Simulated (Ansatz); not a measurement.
Computed with Ansatz 0.2.0, DFT PBE, scalar-relativistic, plane waves, PAW. Settings: cutoff 420 eV, Γ-centred meshes spaced at most about 0.3 Å⁻¹ (2π included), Gaussian smearing. No spin polarisation in the final relaxations.

All energies are static (0 K, no zero-point motion).

Compare these two cells of AlN, each relaxed at this level.

A.

```xyz
2
Lattice="0.0000 2.0352 2.0352 2.0352 0.0000 2.0352 2.0352 2.0352 0.0000" Properties=species:S:1:pos:R:3 pbc="T T T"
Al    2.0352    2.0352    2.0352
N     0.0000    0.0000    0.0000
```

B.

```xyz
8
Lattice="5.7786 0.0000 0.0000 0.0000 3.2036 0.0000 0.0000 0.0000 5.2281" Properties=species:S:1:pos:R:3 pbc="T T T"
Al    4.8315    2.4027    2.1184
Al    3.8365    0.8009    4.7325
Al    1.9422    2.4027    0.4956
Al    0.9471    0.8009    3.1096
N     4.7536    0.8009    3.1320
N     3.9143    2.4027    0.5180
N     1.8643    0.8009    4.7101
N     1.0250    2.4027    2.0960
```

Problem. Which form is favoured at zero pressure, and by what margin per atom?

Solution. B is lower, by 54 meV/atom. A has the rock salt type, space group Fm-3m (No. 225), 8.4 Å³/atom and a gap of 4.44 eV on its mesh; B has space group Pnma (No. 62), 12.1 Å³/atom and a gap of 3.46 eV. Counting N atoms around Al (those within 1.25 times the shortest such distance or 1.15 times the sum of covalent radii), A has Al 6 and B has Al 4. The lower one is the more open, so pressure narrows the difference. In A, around Al lie 6 N at 2.04 Å; N is surrounded by 6 Al at 2.04 Å. In B, Al has 4 N at 1.84–1.97 Å; around N lie 4 Al at 1.84–1.97 Å. Both come from invented guesses. A third cell relaxed alike, in P3m1, lies 103 meV/atom below the lower of the two. The part of the Crystallography Open Database at hand lists AlN in space groups No. 186, 225; sharing a group (Fm-3m) doesn't make a cell the listed structure.

Kohn–Sham gaps at this level usually fall short of measured ones. Cells relaxed within their symmetry can be saddle points.
